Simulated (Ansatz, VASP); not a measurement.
# TiO2: VASP beside Ansatz, part 2 of 2

Aim: how closely do two programs agree when they are given the same cell, functional and k mesh?

VASP 6.6.1 and Ansatz 0.2.0.

So far: Set-up; Ansatz: band structure, LDA.

**3. VASP: band structure, LDA**

Level of this step: LDA, no spin polarisation; plane waves and PAW (Ti_sv_GW, O_GW) (VASP).

The same cell, functional (in two slightly different forms), mesh and smearing now go to VASP, with its own data sets and cutoff.

Lines of VASP's logs that name or quote its potential files are left out, and so is its time.

INCAR

```
SYSTEM = TiO2
PREC = Accurate
ENCUT = 440
EDIFF = 1E-08
NELM = 100
ISMEAR = 0
SIGMA = 0.01
LREAL = .FALSE.
ALGO = Normal
GGA = CA
NBANDS = 45
LASPH = .TRUE.
LORBIT = 11
LWAVE = .TRUE.
LCHARG = .FALSE.
KPAR = 4
```

POSCAR

```
TiO2
1.0
    5.2910000000      0.0000000000      0.0000000000
   -2.6455000000      4.5821404114      0.0000000000
    0.0000000000      0.0000000000      6.1330000000
Ti O
3 6
Direct
    0.4530000000      0.0000000000      0.3333333333
    0.0000000000      0.4530000000      0.6666666667
    0.5470000000      0.5470000000      0.0000000000
    0.4080000000      0.3030000000      0.2150000000
    0.6970000000      0.1050000000      0.5483333333
    0.8950000000      0.5920000000      0.8816666667
    0.3030000000      0.4080000000      0.7850000000
    0.1050000000      0.6970000000      0.4516666667
    0.5920000000      0.8950000000      0.1183333333
```

KPOINTS

```
Automatic mesh
0
Gamma
3 3 4
0 0 0
```

KPOINTS_OPT

```
Line mode
8
Line-mode
Reciprocal
  0.00000000   0.00000000   0.00000000 GAMMA
  0.50000000   0.00000000   0.00000000 M

  0.50000000   0.00000000   0.00000000 M
  0.33333333   0.33333333   0.00000000 K

  0.33333333   0.33333333   0.00000000 K
  0.00000000   0.00000000   0.00000000 GAMMA

  0.00000000   0.00000000   0.00000000 GAMMA
  0.00000000   0.00000000   0.50000000 A

  0.00000000   0.00000000   0.50000000 A
  0.50000000   0.00000000   0.50000000 L

  0.50000000   0.00000000   0.50000000 L
  0.33333333   0.33333333   0.50000000 H

  0.33333333   0.33333333   0.50000000 H
  0.00000000   0.00000000   0.50000000 A

  0.50000000   0.00000000   0.50000000 L
  0.50000000   0.00000000   0.00000000 M

  0.33333333   0.33333333   0.00000000 K
  0.33333333   0.33333333   0.50000000 H
```

PAW data sets: Ti_sv_GW and O_GW (LDA family, release 64).

The run is started by

```console
> mpirun -np 8 vasp_std
```

Numbers of over 12 decimals in the logs are rounded to 6 here.

What it wrote:

```text
[banner, memory and clock lines left out]
running    8 mpi-ranks, on    1 nodes
 distrk:  each k-point on    2 cores,    4 groups
 distr:  one band on    1 cores,    2 groups

 POSCAR found type information on POSCAR TiO
 POSCAR found :  2 types and       9 ions
|                                                                             |
|           W    W    AA    RRRRR   N    N  II  N    N   GGGG   !!!           |
|           W    W   A  A   R    R  NN   N  II  NN   N  G    G  !!!           |
|           W    W  A    A  R    R  N N  N  II  N N  N  G       !!!           |
|           W WW W  AAAAAA  RRRRR   N  N N  II  N  N N  G  GGG   !            |
|           WW  WW  A    A  R   R   N   NN  II  N   NN  G    G                |
|           W    W  A    A  R    R  N    N  II  N    N   GGGG   !!!           |
|                                                                             |
|     For optimal performance we recommend to set                             |
|       NCORE = 2 up to number-of-cores-per-socket                            |
|     NCORE specifies how many cores store one orbital (NPAR=cpu/NCORE).      |
|     This setting can greatly improve the performance of VASP for DFT.       |
|     The default, NCORE=1 might be grossly inefficient on modern             |
|     multi-core architectures or massively parallel machines. Do your        |
|     Unfortunately you need to use the default for GW and RPA                |
|     calculations (for HF NCORE is supported but not extensively tested      |
|     yet).                                                                   |
|                                                                             |

 LDA part: xc-table for (Slater(with rela. corr.)+CA(PZ))
 , standard interpolation
|                                                                             |
|           W    W    AA    RRRRR   N    N  II  N    N   GGGG   !!!           |
|           W    W   A  A   R    R  NN   N  II  NN   N  G    G  !!!           |
|           W    W  A    A  R    R  N N  N  II  N N  N  G       !!!           |
|           W WW W  AAAAAA  RRRRR   N  N N  II  N  N N  G  GGG   !            |
|           WW  WW  A    A  R   R   N   NN  II  N   NN  G    G                |
|           W    W  A    A  R    R  N    N  II  N    N   GGGG   !!!           |
|                                                                             |
|     The number of bands has been changed from the values supplied in        |
|     The orbitals not found in the WAVECAR file will be initialized with     |
|     random numbers, which is usually adequate. For correlated               |
|     calculations, however, you should redo the groundstate calculation.     |
|     I found NBANDS = 45. Now, NBANDS = 46.                                  |
|                                                                             |

 POSCAR, INCAR and KPOINTS ok, starting setup
 FFT: planning ... GRIDC
 FFT: planning ... GRID_SOFT
 FFT: planning ... GRID
 WAVECAR not read
 entering main loop
       N       E                     dE             d eps       ncg     rms          rms(c)
DAV:   1     0.133313256403E+04    0.13331E+04   -0.31852E+04  1016   0.142E+03
DAV:   2     0.124830049169E+03   -0.12083E+04   -0.11676E+04  1572   0.992E+02
DAV:   3    -0.105539820944E+03   -0.23037E+03   -0.22498E+03  1640   0.441E+02
DAV:   4    -0.122335297549E+03   -0.16795E+02   -0.16725E+02  1672   0.162E+02
DAV:   5    -0.123275054392E+03   -0.93976E+00   -0.93701E+00  1648   0.377E+01    0.357E+01
DAV:   6    -0.936117029045E+02    0.29663E+02   -0.18512E+02  1696   0.128E+02    0.201E+01
DAV:   7    -0.929043927091E+02    0.70731E+00   -0.26694E+01  1688   0.687E+01    0.133E+01
DAV:   8    -0.927674798550E+02    0.13691E+00   -0.25071E+00  1680   0.189E+01    0.275E+00
DAV:   9    -0.926943116788E+02    0.73168E-01   -0.30111E-01  1656   0.892E+00    0.817E-01
DAV:  10    -0.926947268999E+02   -0.41522E-03   -0.59341E-02  1680   0.229E+00    0.205E-01
DAV:  11    -0.926948044124E+02   -0.77513E-04   -0.83599E-03  1680   0.105E+00    0.162E-01
DAV:  12    -0.926946837127E+02    0.12070E-03   -0.12027E-03  1752   0.285E-01    0.385E-02
DAV:  13    -0.926946846435E+02   -0.93082E-06   -0.15427E-04  1632   0.148E-01    0.130E-02
DAV:  14    -0.926946871570E+02   -0.25135E-05   -0.37844E-05  1680   0.764E-02    0.101E-02
DAV:  15    -0.926946856418E+02    0.15153E-05   -0.54232E-06  1680   0.339E-02    0.303E-03
DAV:  16    -0.926946856169E+02    0.24863E-07   -0.15376E-06  1688   0.915E-03    0.119E-03
DAV:  17    -0.926946856446E+02   -0.27718E-07   -0.26457E-07  1608   0.696E-03    0.112E-03
DAV:  18    -0.926946856179E+02    0.26717E-07   -0.10916E-07  1240   0.444E-03    0.923E-05
DAV:  19    -0.926946856198E+02   -0.18999E-08   -0.24832E-08  1000   0.178E-03
   1 F= -.92694686E+02 E0= -.92694686E+02  d E =-.591075E-88
 Start KPOINTS_OPT (optional k-point list driver)
k-point batch [1-10\72]
       N       E                     dE             ncg
DAV:   1     0.340297258661E+04   -0.59533E+04      952
DAV:   2    -0.926252201343E+04   -0.12665E+05     1452
DAV:   3    -0.115638443096E+05   -0.23013E+04     1624
DAV:   4    -0.118253352516E+05   -0.26149E+03     1744
DAV:   5    -0.118502433249E+05   -0.24908E+02     1608
DAV:   6    -0.118530994155E+05   -0.28561E+01     1752
DAV:   7    -0.118534387028E+05   -0.33929E+00     1648
DAV:   8    -0.118534826916E+05   -0.43989E-01     1784
DAV:   9    -0.118534886242E+05   -0.59326E-02     1640
DAV:  10    -0.118534894706E+05   -0.84643E-03     1768
DAV:  11    -0.118534895958E+05   -0.12519E-03     1608
DAV:  12    -0.118534896143E+05   -0.18534E-04     1392
DAV:  13    -0.118534896171E+05   -0.28132E-05     1352
DAV:  14    -0.118534896176E+05   -0.43023E-06     1200
DAV:  15    -0.118534896176E+05   -0.65069E-07     1016
DAV:  16    -0.118534896176E+05   -0.99753E-08      880
[...]
k-point batch [71-72\72]
       N       E                     dE             ncg
DAV:   1     0.138187097723E+05   -0.28988E+04      192
DAV:   2     0.112845773528E+05   -0.25341E+04      292
DAV:   3     0.108196473185E+05   -0.46493E+03      320
DAV:   4     0.107673570601E+05   -0.52290E+02      352
DAV:   5     0.107629053345E+05   -0.44517E+01      320
DAV:   6     0.107624177198E+05   -0.48761E+00      368
DAV:   7     0.107623629266E+05   -0.54793E-01      312
DAV:   8     0.107623552726E+05   -0.76540E-02      368
DAV:   9     0.107623542078E+05   -0.10648E-02      320
DAV:  10     0.107623540461E+05   -0.16167E-03      368
DAV:  11     0.107623540247E+05   -0.21486E-04      296
DAV:  12     0.107623540216E+05   -0.30196E-05      272
DAV:  13     0.107623540212E+05   -0.42887E-06      272
DAV:  14     0.107623540211E+05   -0.59128E-07      224
DAV:  15     0.107623540211E+05   -0.90222E-08      176
 writing wavefunctions
```

From OUTCAR (step 3):

```text
ion  position               nearest neighbor table
   1  0.453  0.000  0.333-   9 1.73   5 1.73   4 1.88   8 1.88
   2  0.000  0.453  0.667-   8 1.73   6 1.73   7 1.88   5 1.88
   3  0.547  0.547  0.000-   4 1.73   7 1.73   9 1.88   6 1.88
   4  0.408  0.303  0.215-   3 1.73   1 1.88
   5  0.697  0.105  0.548-   1 1.73   2 1.88
   6  0.895  0.592  0.882-   2 1.73   3 1.88
   7  0.303  0.408  0.785-   3 1.73   2 1.88
   8  0.105  0.697  0.452-   2 1.73   1 1.88
   9  0.592  0.895  0.118-   1 1.73   3 1.88

  LATTYP: Found a hexagonal cell.
 ALAT       =     5.2910000000
 C/A-ratio  =     1.1591381591

 Subroutine GETGRP returns: Found  6 space group operations
 (whereof  2 operations were pure point group operations)

The static configuration has the point symmetry C_2 .
 The point group associated with its full space group is D_3 .

 Found     10 irreducible k-points:

   k-points           NKPTS =     10   k-points in BZ     NKDIM =     10   number of bands    NBANDS=     46

   dimension x,y,z NGX =    36 NGY =   36 NGZ =   42
   dimension x,y,z NGXF=    72 NGYF=   72 NGZF=   84

   ENCUT  =  440.0 eV  32.34 Ry    5.69 a.u.   9.05  9.05 10.49*2*pi/ulx,y,z

   NELECT =      72.0000    total number of electrons

 k-points in reciprocal lattice and weights: Automatic mesh
   0.00000000  0.00000000  0.00000000       0.028
   0.33333333  0.00000000  0.00000000       0.167
   0.33333333  0.33333333  0.00000000       0.056
   0.00000000  0.00000000  0.25000000       0.056
   0.33333333  0.00000000  0.25000000       0.167
   0.00000000  0.33333333  0.25000000       0.167
   0.33333333  0.33333333  0.25000000       0.111
   0.00000000  0.00000000  0.50000000       0.028
   0.33333333  0.00000000  0.50000000       0.167
   0.33333333  0.33333333  0.50000000       0.056

 average (electrostatic) potential at core
       1-101.2890       2-101.2890       3-101.2890       4 -74.8364       5 -74.8364
       6 -74.8364       7 -74.8364       8 -74.8364       9 -74.8364

 E-fermi :  -0.6305

 k-point     1 :       0.0000    0.0000    0.0000
  band No.  band energies     occupation
    ...
     32      -1.4974      2.00000
     33      -1.4437      2.00000
     34      -1.0241      2.00000
     35      -0.9969      2.00000
     36      -0.9969      2.00000
     37       2.9881      0.00000
     38       3.5292      0.00000
     39       3.5292      0.00000
     40       3.9644      0.00000
     41       3.9645      0.00000
    ...

 k-point     2 :       0.3333    0.0000    0.0000
  band No.  band energies     occupation
    ...
     32      -1.4712      2.00000
     33      -1.4491      2.00000
     34      -1.3195      2.00000
     35      -1.0958      2.00000
     36      -0.7985      2.00000
     37       3.1455      0.00000
     38       3.2593      0.00000
     39       3.5901      0.00000
     40       3.9007      0.00000
     41       4.2520      0.00000
    ...

 k-point     3 :       0.3333    0.3333    0.0000
  band No.  band energies     occupation
    ...
     32      -1.8893      2.00000
     33      -1.6184      2.00000
     34      -1.0630      2.00000
     35      -1.0630      2.00000
     36      -0.8432      2.00000
     37       3.0762      0.00000
     38       3.4725      0.00000
     39       3.4725      0.00000
     40       4.3303      0.00000
     41       4.3311      0.00000
    ...

  Total       -3.6312145     -3.6312145      0.4467726      0.0000000      0.0000000      0.0000000
  in kB      -39.1276138    -39.1276138      4.8141317      0.0000000      0.0000000      0.0000000
  external PRESSURE =     -24.4803653 kB  Pullay stress =       0.0000000 kB

  energy-cutoff  :      440.00
  volume of cell :      148.69
      direct lattice vectors                 reciprocal lattice vectors
     5.291000000  0.000000000  0.000000000     0.189000189  0.109119310  0.000000000
    -2.645500000  4.582140411  0.000000000     0.000000000  0.218238620  0.000000000
     0.000000000  0.000000000  6.133000000     0.000000000  0.000000000  0.163052340

 POSITION                                       TOTAL-FORCE (eV/Angst)
 -----------------------------------------------------------------------------------
      2.39682      0.00000      2.04433        -2.057909     -0.000000     -0.000000
     -1.19841      2.07571      4.08867         1.028955     -1.782202      0.000000
      1.44709      2.50643      0.00000         1.028955      1.782202      0.000000
      1.35714      1.38839      1.31860         0.572707     -1.270650      1.182274
      3.41005      0.48112      3.36293         0.814061      1.131304      1.182274
      3.16931      2.71263      5.40726        -1.386769      0.139346      1.182274
      0.52381      1.86951      4.81440        -1.386769     -0.139346     -1.182274
     -1.28836      3.19375      2.77007         0.572707      1.270650     -1.182274
      0.76455      4.10102      0.72574         0.814061     -1.131304     -1.182274
 -----------------------------------------------------------------------------------
    total drift:                               -0.000000     -0.000002      0.000000

  FREE ENERGIE OF THE ION-ELECTRON SYSTEM (eV)
  ---------------------------------------------------
  free  energy   TOTEN  =       -92.6946856198 eV

  energy  without entropy=      -92.6946856198  energy(sigma->0) =      -92.69468562

 total charge
# of ion       s       p       d       f       tot
--------------------------------------------------
    1        2.276   6.149   1.652   0.053  10.130
    2        2.276   6.149   1.652   0.053  10.130
    3        2.276   6.149   1.652   0.053  10.130
    4        1.555   3.434   0.000   0.000   4.989
    5        1.555   3.434   0.000   0.000   4.989
    6        1.555   3.434   0.000   0.000   4.989
    7        1.555   3.434   0.000   0.000   4.989
    8        1.555   3.434   0.000   0.000   4.989
    9        1.555   3.434   0.000   0.000   4.989
--------------------------------------------------
tot         16.155  39.050   4.957   0.158  60.320

[... 3 further parts left out ...]
```

The run ends at a pressure of -2.45 GPa, with forces up to 2.1 eV/Å.

**4. Side by side**

Known differences besides the potentials themselves: the two LDA forms differ slightly; the cutoff is 420 eV in Ansatz and 440 eV in VASP; VASP's log shows a relativistic correction to its local exchange, Ansatz's none. Total energies have different zeros and are not compared.

The two programs side by side:

```
                     quantity  Ansatz   VASP  difference
gap over the path points (eV)   3.722  3.713      +0.009
```

Forces (eV/Å; atoms numbered as in POSCAR):

```
atom          Ansatz x, y, z            VASP x, y, z
 Ti1    -1.991, 0.000, 0.000    -2.058, 0.000, 0.000
 Ti2    0.995, -1.724, 0.000    1.029, -1.782, 0.000
 Ti3     0.995, 1.724, 0.000     1.029, 1.782, 0.000
  O4    0.583, -1.241, 1.139    0.573, -1.271, 1.182
  O5     0.784, 1.126, 1.139     0.814, 1.131, 1.182
  O6    -1.367, 0.116, 1.139    -1.387, 0.139, 1.182
  O7  -1.367, -0.116, -1.139  -1.387, -0.139, -1.182
  O8    0.583, 1.241, -1.139    0.573, 1.271, -1.182
  O9   0.784, -1.126, -1.139   0.814, -1.131, -1.182
```

Levels at points of the path, from each program's valence-band top (eV; 4 filled, then empty):

```
k (reciprocal lattice)                                  Ansatz                                    VASP
     0.000 0.000 0.000  -0.72 -0.30 -0.27 -0.27 3.72 4.26 4.26  -0.72 -0.30 -0.27 -0.27 3.71 4.25 4.25
     0.143 0.000 0.000  -0.65 -0.38 -0.33 -0.23 3.78 4.21 4.27  -0.64 -0.38 -0.33 -0.23 3.77 4.20 4.26
     0.286 0.000 0.000  -0.66 -0.57 -0.38 -0.11 3.87 4.04 4.30  -0.66 -0.57 -0.38 -0.11 3.86 4.04 4.30
     0.500 0.000 0.000   -0.70 -0.63 -0.34 0.00 3.89 3.90 4.35   -0.70 -0.63 -0.34 0.00 3.88 3.90 4.35
     0.476 0.048 0.000  -0.72 -0.61 -0.33 -0.01 3.90 3.90 4.35  -0.71 -0.62 -0.33 -0.01 3.89 3.89 4.34
     0.405 0.190 0.000  -0.83 -0.47 -0.28 -0.08 3.85 4.04 4.29  -0.83 -0.47 -0.28 -0.09 3.84 4.04 4.29
     0.357 0.286 0.000  -0.89 -0.38 -0.31 -0.12 3.81 4.16 4.24  -0.89 -0.38 -0.31 -0.12 3.81 4.16 4.23
     0.286 0.286 0.000  -0.88 -0.41 -0.28 -0.12 3.83 4.13 4.24  -0.88 -0.41 -0.28 -0.12 3.82 4.12 4.23
     0.190 0.190 0.000  -0.78 -0.50 -0.26 -0.18 3.93 4.02 4.22  -0.78 -0.50 -0.26 -0.18 3.92 4.01 4.22
     0.048 0.048 0.000  -0.69 -0.33 -0.28 -0.27 3.74 4.25 4.26  -0.68 -0.33 -0.28 -0.27 3.73 4.24 4.25
```

The forces differ by 34 meV/Å r.m.s., which is 3.1 % of the r.m.s. force of 1.10 eV/Å (both taken over all components). Among the levels compared at these points, filled levels agree within 4 meV and empty ones within 9 meV. Not compared: the pressure (VASP's GW data sets at this cutoff don't carry it).

**5. Further runs**

Further runs change the set-up of one program: Ansatz's method, potentials or start, or VASP's data sets, cutoff or form of LDA. The table gives Ansatz less VASP for each quantity, since a change that brings one quantity closer may part another.

```
                                        run  r.m.s. force difference (meV/Å)  gap over the path points (eV)
                                   as above                               34                         0.0090
                       cores kept as stored                               16                         0.0053
    Ansatz's larger PAW set (cutoff 910 eV)                               11                         0.0092
norm-conserving potentials (cutoff 1143 eV)                               21                          0.030
```

**6. What came out**

- r.m.s. force difference (band structure, LDA): 3.1 % of the r.m.s. force

The r.m.s. force difference is 3.1 % of the r.m.s. force (band structure, LDA), at about the 3 % picked in this series as the mark of a large difference. Band structure, LDA, cores kept as stored: r.m.s. force difference goes from 34 to 16 meV/Å; the difference in gap over the path points goes from 0.0090 to 0.0053 eV. Band structure, LDA, Ansatz's larger PAW set (cutoff 910 eV): r.m.s. force difference goes from 34 to 11 meV/Å. Band structure, LDA, norm-conserving potentials (cutoff 1143 eV): r.m.s. force difference goes from 34 to 21 meV/Å; the difference in gap over the path points goes from 0.0090 to 0.030 eV. 1 further run of this series is not shown here. Such differences can come from data sets, numerical settings and the points named under the comparisons, not from the functional's error against experiment.

[Lines on the potential files, build, host, timing and source positions are cut from VASP's logs without a mark.]

[Logs are printed without paths, hosts, clocks, repeated set-up lines and the standing remarks that a program may print on its own settings, such as how far it seeks lower states.]

[Hosts, paths, dates, database ids (printed as entryN), source tags and the programs' standing remarks are cut or masked in the printed files.]
